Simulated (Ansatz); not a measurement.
# TiO$_{2}$ (P4_2/mnm): G0W0 and the band count and response cutoff

```
Ti O
1.0
     4.59400    0.00000    0.00000
     0.00000    4.59400    0.00000
     0.00000    0.00000    2.95900
Ti O
2 4
Direct
  0.00000 0.00000 0.00000
  0.50000 0.50000 0.50000
  0.30480 0.30480 0.00000
  0.69520 0.69520 0.00000
  0.80480 0.19520 0.50000
  0.19520 0.80480 0.50000
```

Held fixed (Ansatz):

| Quantity | Value |
| --- | --- |
| orbitals | PBE |
| datasets | soft PAW set, first generation |
| k mesh | 4×4×6 |
| frequencies | plasmon pole, fitted at the program's default frequency |
| q → 0 term | analytic weight of Carrier, Rohra and Görling |
| band sums | cut at the band count |

The gap is read direct at Γ, linearised, between the Kohn-Sham band edges among the points solved. The direct gap is read between the top filled and lowest empty Kohn-Sham band at Γ. Wave cutoffs: 420, 420, 420, 420 eV in the order of the series.

```json
{"bands, response cutoff": "290 empty bands, 113.3 eV", "KS gap (eV)": "1.89", "G0W0 gap (eV)": "3.27", "direct at Γ (eV)": "3.27"}
{"bands, response cutoff": "423 empty bands, 143.3 eV", "KS gap (eV)": "1.89", "G0W0 gap (eV)": "3.26", "direct at Γ (eV)": "3.26"}
{"bands, response cutoff": "605 empty bands, 180 eV", "KS gap (eV)": "1.89", "G0W0 gap (eV)": "3.28", "direct at Γ (eV)": "3.28"}
{"bands, response cutoff": "1172 empty bands, 280 eV", "KS gap (eV)": "1.89", "G0W0 gap (eV)": "3.30", "direct at Γ (eV)": "3.30"}
```

From first to last the gap rises by 0.03 eV. The last step is +0.020 eV. If the gap goes as one over the count of all bands, the last two points leave +0.02 eV to the basis limit, a rough figure.

Soft PAW datasets can miss an all-electron G0W0 gap by more than 5 %. Band sums or response are cut, so the gap isn't at its basis limit. The gap is read among the points solved; the crystal's band edges can lie elsewhere.
